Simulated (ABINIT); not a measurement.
Ru:

```
Ru
1.0
     2.70580    0.00000    0.00000
    -1.35290    2.34329    0.00000
     0.00000    0.00000    4.28190
Ru
2
Direct
  0.66667 0.33333 0.75000
  0.33333 0.66667 0.25000
```

Base run:

* Program: ABINIT 10.8.3 (patched build)
* Functional: LDA
* Potentials or basis: JTH PAW LDA v2.0
* Cutoff: 408 eV
* k mesh: 11 × 11 × 6
* Occupations: fermi-dirac, width 0.05 eV
* Spin: no spin polarisation

Its results: band gap on the k mesh none (metal or under the smearing width); pressure -12.5 GPa.

The run is repeated on the same cell with these changes: k mesh from 11 × 11 × 6 to 4 × 4 × 2. What comes out?

Band gap on the k mesh none (metal or under the smearing width); pressure -16.3 GPa.

Caveats: some runs use coarse meshes; so large a pressure means that the cell lies far from this level's equilibrium, or that cutoff or potentials fall short (some runs).

Not every run made on this cell is shown here.
